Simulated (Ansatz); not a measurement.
This cell of RuO$_{2}$ (rutile) is off equilibrium:

```
CELL_PARAMETERS angstrom
      4.55338     0.00000     0.00000
      0.00000     4.55338     0.00000
      0.00000     0.00000     3.15785
ATOMIC_POSITIONS crystal
  Ru 0.50000 0.50000 0.50000
  Ru 0.00000 0.00000 0.00000
  O  0.80571 0.80571 0.50000
  O  0.30571 0.69429 0.00000
  O  0.69429 0.30571 0.00000
  O  0.19429 0.19429 0.50000
```

All values below come from r2SCAN (plane waves to 500 eV, PAW, scalar-relativistic; Ansatz, an electronic-structure program). k mesh 11×11×15 (Γ-centred), Fermi-Dirac smearing 0.05 eV. Energies are smeared free energies. Compression counts positive. RuO2 is run without spin polarisation and with no Hubbard U. RuO2 was relaxed with its symmetry unable to fall.

**Question.** What is the stress tensor (GPa)?

**Answer.** 
```
  -11.6      0.0      0.0
    0.0    -11.6      0.0
    0.0      0.0    -14.5
```
The pressure, a third of the trace, is -12.6 GPa.

**Question.** It is the relaxed cell scaled evenly to V/V₀ = 1.050, atoms relaxed where free. What is its energy relative to the relaxed cell?

**Answer.** 21 meV/atom.

(A scan under strain: stresses follow from slopes of the energy per volume, elastic moduli from its curvatures.)
